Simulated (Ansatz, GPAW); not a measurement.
## Work function of B/W(110) at several levels

Wanted: work functions and dipole of B/W(110), with the cost of each level.

Main program and level: GPAW 26.7.0 and Ansatz 0.2.0; Ansatz plane waves; slab in vacuum with a dipole correction, relaxation; PAW set soft_1, in the first sound run; inputs show where later runs differ.

This is a report of a sequence of runs, with most program output left out.

### 1. The starting structure

The cell holds 5 atoms: 4 W and 1 B. Cell: a = 2.737 Å, b = 2.737 Å, c = 22.748 Å, α = 90.0°, β = 90.0°, γ = 70.5°. Vacuum lies along c.

### 2. Relaxation

The atoms are relaxed first, since the surface dipole, and with it the work function, follows the positions of the outer layers. The lowest 2 atoms are held at bulk positions and keep their forces.

Input file input.yaml:

```yaml
crystal:
  lattice:
    - [2.2344574285, -1.58, 0.0]
    - [2.2344574285, 1.58, 0.0]
    - [0.0, 0.0, 22.7477059179]
  atoms:
    - { symbol: W, position: [0.0, 0.0, 0.3077233381] }
    - { symbol: W, position: [0.5, 0.5, 0.4059511523] }
    - { symbol: W, position: [0.0, 0.0, 0.5041789664] }
    - { symbol: W, position: [0.5, 0.5, 0.6024067805] }
    - { symbol: B, position: [0.0, 0.5, 0.6922766619] }
kpoints:
  mp_grid: { grid: [12, 12, 1] }
hamiltonian:
  xc: pbe
  pseudopotentials: { kind: paw, azcp: { folder: soft_1 } }
scf:
  occupations: { method: fermi_dirac, width: 0.1 }
efield:
  axis: 3
  dipole_correction: true
  ramp_width: 0.05
relax:
  f_tol: 0.02
  max_steps: 60
  constraints: [{ sites: [0, 1] }]
output:
  write_potential: true
  write_density: true
  volumetric_format: npy
```

The run is started by

```
$ ansatz run input.yaml --threads 4 --pin off --max-ram 8192MiB --backend cpu --events-out ev --progress --plain --runs-dir out
```

The job ended after 87 s (4 threads of Arm Neoverse V2, shared host; peak memory 0.7 GiB; 5.7 min of CPU time).

Step by step:

```csv
step,energy less that of the first step (eV),largest force component (eV/Å)
1,0.0000,1.7588
2,-0.3073,0.3694
3,-0.3073,0.3029
4,-0.3074,0.3730
5,-0.3087,0.2973
6,-0.3271,0.0235
7,-0.3272,0.0223
8,-0.3273,0.0136
```

Relaxation step 3 was tried and not accepted.

Forces are held to the 2 operations that the run works with; a distortion that breaks them can't arise in this run.

The atoms that moved most (Å):

```csv
atom,dx,dy,dz,length
B5,0.000,0.000,-0.281,0.281
W4,0.000,0.000,0.055,0.055
W3,0.000,0.000,0.032,0.032
```

The relaxed structure:

```
W B
1.0
     2.23446   -1.58000    0.00000
     2.23446    1.58000    0.00000
     0.00000    0.00000   22.74771
W B
4 1
Direct
  0.00000 0.00000 0.30772
  0.50000 0.50000 0.40595
  0.00000 0.00000 0.50559
  0.50000 0.50000 0.60481
  0.00000 0.50000 0.67993
```

This step gave:

```yaml
free_energy: -41695.1643 eV
smearing_term_ts: 0.1228 eV
symmetry_operations: 2
upper_work_function: 5.154 eV
lower_work_function: 4.905 eV
dipole_along_the_normal: -0.009700 e·Å
dipole_field: -0.01093 V/Å
vacuum_level_above: 11.73 eV
vacuum_level_below: 11.48 eV
```

The electrostatic potential energy of an electron (with the applied field's), less the Fermi level, planar mean oscillates, so the rows of the table below give means over windows of 2.27 Å about each position, cut where the curve ends. Its maxima inside the range that stand out by 2 % of the span (Å: eV): 8.1: -2.74, 10.4: -2.57, 12.7: -2.56, 14.8: -3.56. Its minima: 7.0: -18.3, 9.2: -18.8, 11.5: -18.7, 13.8: -18.8, 15.5: -7.21.

Table of electrostatic potential energy of an electron (with the applied field's), less the Fermi level, planar mean by z; means over each step:

```csv
z (Å),"electrostatic potential energy of an electron (with the applied field's), less the Fermi level, planar mean (eV)"
1.14,4.92
3.41,4.87
5.68,-1.73
7.95,-11.4
10.22,-11.3
12.49,-11.3
14.76,-9.43
17.03,3.68
19.30,5.15
21.57,5.14
```

The valence density, planar mean oscillates, so the rows of the table below give means over windows of 2.27 Å about each position, cut where the curve ends. Its maxima inside the range that stand out by 2 % of the span (Å: e/Å³): 7.0: 1.54, 9.2: 1.53, 11.5: 1.53, 13.8: 1.53. Its minima: 8.1: 0.353, 10.4: 0.336, 12.7: 0.342.

The valence density, planar mean by z; means over each step:

```csv
z (Å),"valence density, planar mean (e/Å³)"
1.14,4.3e-6
3.41,0.00116
5.68,0.310
7.95,0.896
10.22,0.876
12.49,0.883
14.76,0.666
17.03,0.0481
19.30,1.3e-4
```

The relaxation lowered the energy of the cell by 0.327 eV.

### 3. The slab's potential

With the geometry fixed, the planar mean of the potential gives the vacuum level on each side.

This step: GPAW, PAW setups; slab in vacuum (GPAW 26.7.0).

Input file run.py:

```python
import json
import numpy as np
from ase import Atoms
from gpaw import GPAW, PW

slab = Atoms(
    ['W', 'W', 'W', 'W', 'B'],
    positions=[
        [0.00000, 0.00000, 7.00000],
        [2.23446, 0.00000, 9.23446],
        [0.00000, 0.00000, 11.50092],
        [2.23446, 0.00000, 13.75809],
        [1.11723, 0.79000, 15.46691]],
    cell=[[2.23446, -1.58, 0.0], [2.23446, 1.58, 0.0], [0.0, 0.0, 22.74771]],
    pbc=[True, True, False])

slab.calc = GPAW(mode=PW(500), xc='PBE', kpts={'size': (12, 12, 1), 'gamma': True},
                 occupations={'name': 'fermi-dirac', 'width': 0.1}, nbands='200%',
                 convergence={'density': 1e-05}, maxiter=200,
                 poissonsolver={'dipolelayer': 'xy'},
                 symmetry={'tolerance': 1e-3}, txt='slab.txt')
result = {}
energy = slab.get_potential_energy()
fermi = slab.calc.get_fermi_level()
v = slab.calc.get_electrostatic_potential().mean((0, 1)) - fermi
n = slab.calc.get_pseudo_density().mean((0, 1))
L = slab.cell[2, 2]
z = np.arange(len(v)) * L / len(v)
low, high = slab.positions[:, 2].min(), slab.positions[:, 2].max()
below, above = np.interp([low - 4.8, high + 4.8], z, v)
slopes = [np.interp(x, z, np.gradient(v, z)) for x in (low - 4.8, high + 4.8)]
eps = np.array([[slab.calc.get_eigenvalues(k, s) for k in range(len(slab.calc.get_ibz_k_points()))]
                for s in range(slab.calc.get_number_of_spins())]) - fermi
top, bottom = eps[eps < 0].max(), eps[eps > 0].min()
dipole = slab.get_dipole_moment()[2]
print(f'energy {energy:.4f} eV, Fermi level {fermi:.4f} eV, dipole {dipole:.5f} e A')
print(f'potential 4.8 A off the faces, from the Fermi level: lower {below:.4f} eV, upper {above:.4f} eV')
print(f'slope of the potential there: lower {slopes[0]:.5f}, upper {slopes[1]:.5f} eV/A')
print(f'nearest levels on the mesh: {top:.4f} and {bottom:.4f} eV')
print('magnetic moment', round(slab.get_magnetic_moment(), 3))
result.update(energy=energy, fermi=fermi, dipole=dipole, below=below, above=above, slopes=slopes, edges=[top, bottom],
              z=z.tolist(), v=v.tolist(), n=n.tolist(), positions=slab.positions.tolist(),
              forces=slab.get_forces(apply_constraint=False).tolist(), moments=slab.get_magnetic_moments().tolist())
json.dump(result, open('result.json', 'w'))
```

The run is started by

```
$ OMP_NUM_THREADS=1 OPENBLAS_NUM_THREADS=1 python run.py
```

The job ended after 7.8 min (1 thread; peak memory 0.52 GiB).

This step gave:

| Item | Value |
| --- | --- |
| dipole along the normal | -0.009380 e·Å |
| levels nearest the Fermi level on the mesh | -0.01137, 0.01840 eV from the Fermi level |
| upper work function | 5.152 eV |
| lower work function | 4.908 eV |

The electrostatic potential energy of an electron (without an applied field's), less the Fermi level, planar mean oscillates, so the rows of the table below give means over windows of 2.27 Å about each position, cut where the curve ends. Its maxima inside the range that stand out by 2 % of the span (Å: eV): 8.2: -2.76, 10.3: -2.59, 12.6: -2.54, 14.9: -3.40. Its minima: 7.0: -29.3, 9.2: -29.7, 11.5: -29.6, 13.7: -29.8, 15.4: -11.1.

The electrostatic potential energy of an electron (without an applied field's), less the Fermi level, planar mean by z; means over each step:

z (Å), electrostatic potential energy of an electron (without an applied field's), less the Fermi level, planar mean (eV) and a bar from the least value:
```
     1.14        4.9 ##############################
     3.41        4.9 ##############################
     5.68       -2.5 ###################
     7.95      -14.7 
    10.22      -14.5 
    12.49      -14.5 
    14.76      -12.3 ####
    17.03        3.7 ############################
    19.30        5.1 ##############################
    21.57        5.1 ##############################
```

The pseudo valence density, planar mean oscillates, so the rows of the table below give means over windows of 2.27 Å about each position, cut where the curve ends. Its maxima inside the range that stand out by 2 % of the span (Å: e/Å³): 7.0: 1.86, 9.3: 1.83, 11.6: 1.82, 13.8: 1.80. Its minima: 8.2: 0.356, 10.4: 0.340, 12.7: 0.348.

The pseudo valence density, planar mean by z; means over each step:

z (Å), pseudo valence density, planar mean (e/Å³) and a bar:
```
     1.14       0.00 
     3.41       0.00 
     5.68       0.29 ##########
     7.95       0.90 ##############################
    10.22       0.88 #############################
    12.49       0.88 ##############################
    14.76       0.68 #######################
    17.03       0.05 ##
    19.30       0.00
```

Force by atom:

```csv
atom,x (eV/Å),y (eV/Å),z (eV/Å),size
W1,0.000,0.000,0.380,0.380
W2,0.000,0.000,-0.346,0.346
W3,0.000,0.000,0.013,0.013
W4,0.000,0.000,-0.047,0.047
B5,0.000,0.000,0.003,0.003
```

The potential is flat to 0.001 eV/Å where it is read, so the vacuum is wide enough. The geometry is the other program's minimum; here the largest force on a free atom is 0.047 eV/Å.

### 4. OptPBE vdW: xc = "optPBE-vdW"

The same geometry under optPBE-vdW, to see how far the functional moves the levels against the vacuum (the van der Waals functionals take revPBE setups).

run.py, as its differences from that of step 3:

```diff
@@ -16,3 +16,3 @@
 
-slab.calc = GPAW(mode=PW(500), xc='PBE', kpts={'size': (12, 12, 1), 'gamma': True},
+slab.calc = GPAW(mode=PW(500), xc='optPBE-vdW', kpts={'size': (12, 12, 1), 'gamma': True},
                  occupations={'name': 'fermi-dirac', 'width': 0.1}, nbands='200%',
```

Elapsed: 8.5 min, on 1 thread; peak memory 0.67 GiB.

This step gave:

- dipole along the normal: -0.01129 e·Å
- levels nearest the Fermi level on the mesh: -0.004451, 0.009309 eV from the Fermi level
- upper work function: 5.358 eV
- lower work function: 5.065 eV

The electrostatic potential energy of an electron (without an applied field's), less the Fermi level, planar mean oscillates, so the rows of the table below give means over windows of 2.27 Å about each position, cut where the curve ends. Its maxima inside the range that stand out by 2 % of the span (Å: eV): 8.2: -2.84, 10.3: -2.66, 12.6: -2.61, 14.9: -3.41. Its minima: 7.0: -29.3, 9.2: -29.6, 11.5: -29.5, 13.7: -29.8, 15.4: -11.1.

Electrostatic potential energy of an electron (without an applied field's), less the Fermi level, planar mean against z; means over each step:

```csv
z (Å),"electrostatic potential energy of an electron (without an applied field's), less the Fermi level, planar mean (eV)"
1.14,5.08
3.41,5.02
5.68,-2.41
7.95,-14.7
10.22,-14.5
12.49,-14.5
14.76,-12.3
17.03,3.86
19.30,5.35
21.57,5.35
```

The pseudo valence density, planar mean oscillates, so the rows of the table below give means over windows of 2.27 Å about each position, cut where the curve ends. Its maxima inside the range that stand out by 2 % of the span (Å: e/Å³): 7.0: 1.86, 9.3: 1.83, 11.6: 1.83, 13.8: 1.80. Its minima: 8.2: 0.353, 10.4: 0.337, 12.7: 0.345.

Table of pseudo valence density, planar mean by z; means over each step:

```csv
z (Å),"pseudo valence density, planar mean (e/Å³)"
1.14,6.9e-6
3.41,0.00132
5.68,0.293
7.95,0.899
10.22,0.876
12.49,0.884
14.76,0.679
17.03,0.0486
19.30,1.7e-4
```

Force by atom:

```csv
atom,x (eV/Å),y (eV/Å),z (eV/Å),size
W1,0.000,0.000,0.087,0.087
W2,0.000,0.000,-0.333,0.333
W3,0.000,0.000,0.006,0.006
W4,0.000,0.000,0.031,0.031
B5,0.000,0.000,0.210,0.210
```

The upper face's work function is 5.358 eV, against 5.152 eV in the first plane-wave PBE run at this geometry.

### 5. Self-consistent run: xc = "vdW-DF2"

The same geometry under vdW-DF2, to see how far the functional moves the levels against the vacuum (the van der Waals functionals take revPBE setups).

run.py, as its differences from that of step 4:

```diff
@@ -16,3 +16,3 @@
 
-slab.calc = GPAW(mode=PW(500), xc='optPBE-vdW', kpts={'size': (12, 12, 1), 'gamma': True},
+slab.calc = GPAW(mode=PW(500), xc='vdW-DF2', kpts={'size': (12, 12, 1), 'gamma': True},
                  occupations={'name': 'fermi-dirac', 'width': 0.1}, nbands='200%',
```

It took 18 min on 1 thread; peak memory 0.67 GiB.

Numbers from this step:

| Item | Value |
| --- | --- |
| dipole along the normal | -0.01548 e·Å |
| levels nearest the Fermi level on the mesh | -0.004456, 0.001028 eV from the Fermi level |
| upper work function | 5.529 eV |
| lower work function | 5.129 eV |

The upper face's work function is 5.529 eV, against 5.152 eV in the first plane-wave PBE run at this geometry.

### 6. Self-consistent run: xc = "revPBE"

The same geometry under revPBE, to see how far the functional moves the levels against the vacuum.

run.py, as its differences from that of step 5:

```diff
@@ -16,3 +16,3 @@
 
-slab.calc = GPAW(mode=PW(500), xc='vdW-DF2', kpts={'size': (12, 12, 1), 'gamma': True},
+slab.calc = GPAW(mode=PW(500), xc='revPBE', kpts={'size': (12, 12, 1), 'gamma': True},
                  occupations={'name': 'fermi-dirac', 'width': 0.1}, nbands='200%',
```

The job ended after 7.5 min (1 thread; peak memory 0.52 GiB).

This step gave:

```yaml
dipole_along_the_normal: -0.01022 e·Å
levels_nearest_the_fermi_level_on_the_mesh: -0.01737, 0.01783 eV from the Fermi level
upper_work_function: 5.063 eV
lower_work_function: 4.797 eV
```

Electrostatic potential energy of an electron (without an applied field's), less the Fermi level, planar mean against z:

z (Å), electrostatic potential energy of an electron (without an applied field's), less the Fermi level, planar mean (eV) and a bar from the least value:
```
      0.0        4.9 ##############################
      0.5        4.8 ##############################
      1.0        4.8 ##############################
      1.5        4.8 ##############################
      2.0        4.8 ##############################
      2.5        4.8 ##############################
      3.0        4.8 ##############################
      3.5        4.8 ##############################
      4.0        4.7 ##############################
      4.5        4.6 ##############################
      5.0        4.2 #############################
      5.5        2.8 ############################
      6.0       -1.6 ########################
      6.5      -15.0 #############
      7.0      -29.3 
      7.5      -15.2 ############
      8.0       -3.3 #######################
      8.5       -7.7 ###################
      9.0      -25.7 ###
      9.5      -24.6 ####
     10.0       -7.0 ####################
     10.5       -3.2 #######################
     11.0      -15.3 ############
     11.5      -29.6 
     12.0      -15.4 ############
     12.5       -3.2 #######################
     13.0       -7.0 ####################
     13.5      -24.8 ####
     14.0      -25.4 ####
     14.5       -7.7 ###################
     15.0       -4.2 ######################
     15.5      -10.9 ################
     16.0       -1.3 #########################
     16.5        3.4 #############################
     17.0        4.6 ##############################
     17.5        4.9 ##############################
     18.0        5.0 ##############################
     18.5        5.1 ##############################
     19.0        5.1 ##############################
     19.5        5.1 ##############################
     20.0        5.1 ##############################
     20.5        5.1 ##############################
     21.0        5.1 ##############################
     21.5        5.1 ##############################
     22.0        5.1 ##############################
     22.5        5.0 ##############################
```

The upper face's work function is 5.063 eV, against 5.152 eV in the first plane-wave PBE run at this geometry.

### 7. Real-space grid: mode = "fd"

A real-space grid is a second complete basis, so it checks the plane-wave result.

run.py, as its differences from that of step 6:

```diff
@@ -3,3 +3,3 @@
 from ase import Atoms
-from gpaw import GPAW, PW
+from gpaw import GPAW
 
@@ -16,3 +16,3 @@
 
-slab.calc = GPAW(mode=PW(500), xc='revPBE', kpts={'size': (12, 12, 1), 'gamma': True},
+slab.calc = GPAW(mode='fd', h=0.18, xc='PBE', kpts={'size': (12, 12, 1), 'gamma': True},
                  occupations={'name': 'fermi-dirac', 'width': 0.1}, nbands='200%',
```

Elapsed: 35 min, on 1 thread; peak memory 3 GiB.

This step gave:

- dipole along the normal: -0.009526 e·Å
- levels nearest the Fermi level on the mesh: -0.01185, 0.01821 eV from the Fermi level
- upper work function: 5.153 eV
- lower work function: 4.908 eV

The upper face's work function is 5.153 eV, against 5.152 eV in the first plane-wave PBE run at this geometry.

### 8. Atomic orbitals: mode = "lcao"

Atom-centred orbitals end a few angstrom from the surface, which tests how much the density's tail matters.

run.py, as its differences from that of step 7:

```diff
@@ -16,4 +16,4 @@
 
-slab.calc = GPAW(mode='fd', h=0.18, xc='PBE', kpts={'size': (12, 12, 1), 'gamma': True},
-                 occupations={'name': 'fermi-dirac', 'width': 0.1}, nbands='200%',
+slab.calc = GPAW(mode='lcao', basis='dzp', h=0.18, xc='PBE', kpts={'size': (12, 12, 1), 'gamma': True},
+                 occupations={'name': 'fermi-dirac', 'width': 0.1}, nbands='120%',
                  convergence={'density': 1e-05}, maxiter=200,
```

Wall time 61 min (1 thread); peak memory 0.56 GiB.

Numbers from this step:

| Property | Result |
| --- | --- |
| dipole along the normal | -0.005622 e·Å |
| levels nearest the Fermi level on the mesh | -0.01005, 0.02107 eV from the Fermi level |
| upper work function | 5.068 eV |
| lower work function | 4.924 eV |

The electrostatic potential energy of an electron (without an applied field's), less the Fermi level, planar mean oscillates, so the rows of the table below give means over windows of 2.22 Å about each position, cut where the curve ends. Its maxima inside the range that stand out by 2 % of the span (Å: eV): 8.1: -2.84, 10.4: -2.61, 12.6: -2.56, 14.8: -3.42. Its minima: 7.0: -29.4, 9.2: -29.9, 11.5: -29.7, 13.8: -30.0, 15.5: -11.2.

Electrostatic potential energy of an electron (without an applied field's), less the Fermi level, planar mean against z; means over each step:

```csv
z (Å),"electrostatic potential energy of an electron (without an applied field's), less the Fermi level, planar mean (eV)"
1.11,4.93
3.33,4.90
5.55,-0.648
7.77,-14.6
9.99,-14.4
12.21,-14.4
14.43,-14.8
16.65,1.75
18.87,5.06
21.09,5.07
```

The upper face's work function is 5.068 eV, against 5.152 eV in the first plane-wave PBE run at this geometry.

### 9. Cost and result by level

Times are for 1 thread of Arm Neoverse V2, shared host. The series side by side:

```csv
no.,run,upper work function (eV),lower work function (eV),time,memory (GiB)
1,pw,5.152,4.908,7.8 min,0.52
2,optPBE vdW,5.358,5.065,8.5 min,0.67
3,vdW DF2,5.529,5.129,18 min,0.67
4,revPBE,5.063,4.797,7.5 min,0.52
5,fd,5.153,4.908,35 min,3.0
6,lcao,5.068,4.924,61 min,0.56
```

[end of part 1 of 2]

[Logs are printed without paths, hosts, clocks, repeated set-up lines and the standing remarks that a program may print on its own settings, such as how far it seeks lower states.]

[Hosts, paths, dates, database ids (printed as entryN), source tags and the programs' standing remarks are cut or masked in the printed files.]
